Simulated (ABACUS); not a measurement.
Something may be wrong with this ABACUS 3.10.1 calculation of SiC.

File INPUT:

```
INPUT_PARAMETERS
suffix              SiC
calculation         scf
basis_type          lcao
pseudo_dir          ./
orbital_dir         ./
symmetry            1
dft_functional      pbe
ecutwfc             100
pseudo_rcut         7
nspin               1
nbands              20
ks_solver           dav
smearing_method     fd
smearing_sigma      0.00367493
scf_thr             1e-07
scf_nmax            75
mixing_type         broyden
mixing_beta         0.7
cal_force           1
cal_stress          1
out_mul             1
```

File STRU:

```
ATOMIC_SPECIES
Si 28.0850 Si.upf
C 12.0110 C.upf

NUMERICAL_ORBITAL
Si_confined-atom_7au_2s2p1d.orb
C_confined-atom_6au_2s2p1d.orb

LATTICE_CONSTANT
1.8897261246

LATTICE_VECTORS
3.0756941497 0.0000000000 0.0000000000
-1.5378470748 2.6636292679 0.0000000000
0.0000000000 0.0000000000 10.0706464800

ATOMIC_POSITIONS
Direct

Si
0.0
4
0.0000000000 0.0000000000 0.1878943800 1 1 1
0.0000000000 0.0000000000 0.6878943800 1 1 1
0.3333333333 0.6666666667 0.4378419800 1 1 1
0.6666666667 0.3333333333 0.9378419800 1 1 1

C
0.0
4
0.0000000000 0.0000000000 0.0004600500 1 1 1
0.0000000000 0.0000000000 0.5004600500 1 1 1
0.3333333333 0.6666666667 0.2498025900 1 1 1
0.6666666667 0.3333333333 0.7498025900 1 1 1
```

The input KPT:

```
K_POINTS
0
Gamma
7 7 2 0 0 0
```

Potentials or basis: PseudoDojo NC SR 0.4.1 PBE standard, DZP LCAO (the cutoffs set its grid).

Launch:

```bash
$ OMP_NUM_THREADS=4 abacus > log
```

running log:

```text
ABACUS v3.10.1

               Atomic-orbital Based Ab-initio Computation at UStc

 !!!!!!!!!!!!!!!!!!!!!!!!!!!!!!!!!!!!!!!!!!!!!!!!!!!!!!!!!
                         NOTICE
 !!!!!!!!!!!!!!!!!!!!!!!!!!!!!!!!!!!!!!!!!!!!!!!!!!!!!!!!!

 For LCAO basis: The parameter ks_solver must be 'genelpa', 'elpa', 'lapack', 'scalapack_gvx', 'cusolver', 'cusolvermp', 'pexsi' or 'cg_in_lcao'!
 CHECK IN FILE : OUT.SiC/warning.log

 !!!!!!!!!!!!!!!!!!!!!!!!!!!!!!!!!!!!!!!!!!!!!!!!!!!!!!!!!
                         NOTICE
 !!!!!!!!!!!!!!!!!!!!!!!!!!!!!!!!!!!!!!!!!!!!!!!!!!!!!!!!!
```

Problem. Diagnose the run.

Solution. The input was rejected before any iteration. The input holds a flaw that was put in on purpose: solver of the other basis (ks_solver = dav).
